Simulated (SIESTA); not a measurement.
The system is Te2Mo.

```xyz
12
Lattice="6.3300 0.0000 0.0000 0.0000 3.4690 0.0000 -0.9468 0.0000 13.8276" Properties=species:S:1:pos:R:3 pbc="T T T"
Te    5.4013    2.6018    8.3588
Te   -0.0181    0.8672    5.4688
Te    4.9099    0.8672   11.7728
Te    0.4733    2.6018    2.0548
Te    1.7550    2.6018   12.3826
Te    3.6282    0.8672    1.4450
Te    2.1916    0.8672    8.9658
Te    3.1917    2.6018    4.8618
Mo    4.2299    2.6018   13.7253
Mo    1.1533    0.8672    0.1023
Mo    3.8493    0.8672    6.8225
Mo    1.5339    2.6018    7.0051
```

Base run:

```yaml
Program: SIESTA 5.4.2
Functional: LDA
Potentials_or_basis: PseudoDojo 0.4 standard (LDA files)
Basis: DZP (energy shift 0.003 Ry; two zetas on semicore shells)
Grid_cutoff: 800 Ry
Energy_shift: 0.003 Ry
k_mesh: 4 × 8 × 2
Occupations: fermi-dirac, width 0.05 eV
Spin: no spin polarisation
```

Its results: band gap on the k mesh none (metal or under the smearing width); pressure -0.8 GPa; largest force 0.189 eV/Å.

The run is repeated on the same cell with these changes: functional from LDA to vdW-DF-cx; potentials or basis from PseudoDojo 0.4 standard (LDA files) to PseudoDojo 0.4 standard (PBE files). What comes out?

Band gap on the k mesh none (metal or under the smearing width); pressure 2.5 GPa; largest force 0.577 eV/Å.

Caveats: spin-orbit coupling is left out, which moves the levels of the heavy elements; the basis of atomic orbitals isn't converged, which shifts pressures, moduli and gaps; the potentials were made for another functional, which shifts forces and pressure (some runs).
